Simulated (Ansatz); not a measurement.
# MgO: stable or not

It comes from a database structure that was distorted and then relaxed.

Theory: Ansatz 0.2.0, DFT PBE, scalar-relativistic, plane waves, PAW. Cutoff 420 eV, Γ-centred 9×9×6 mesh (4-atom cell), Gaussian smearing of 0.02 eV, no spin polarisation.

```cif
data_structure
_symmetry_space_group_name_H-M 'P6_3/mmc'
_symmetry_Int_Tables_number 194
_cell_length_a 3.5209
_cell_length_b 3.5209
_cell_length_c 4.2374
_cell_angle_alpha 90.000
_cell_angle_beta 90.000
_cell_angle_gamma 120.000
_cell_volume 45.49
loop_
_atom_site_label
_atom_site_type_symbol
_atom_site_symmetry_multiplicity
_atom_site_Wyckoff_symbol
_atom_site_fract_x
_atom_site_fract_y
_atom_site_fract_z
_atom_site_occupancy
Mg1 Mg 2 c 0.66667 0.33333 0.75000 1
O1 O 2 d 0.66667 0.33333 0.25000 1
```

Energies over the elements count from the elements' standard structures at the same level (O₂ as a molecule), with no fitted energy shifts.

**Question.** These tests were run: energy against the elements; random kick, then relaxation without symmetry; phonons on a 2×2×2 q mesh; elastic tensor. What do they show?

**Answer.**

| test | result |
| --- | --- |
| energy against the elements | −2.650 eV/atom |
| random kick, then relaxation without symmetry | returns |
| phonons on a 2×2×2 q mesh | no imaginary mode on the mesh |
| elastic tensor | least eigenvalue 31 GPa |

It fails none of these tests. Competing phases weren't compared here.

The kick test ran on a coarse mesh. The run for the phonons used a 10×10×6 k mesh. The run for the elastic tensor used a 10×10×6 k mesh.
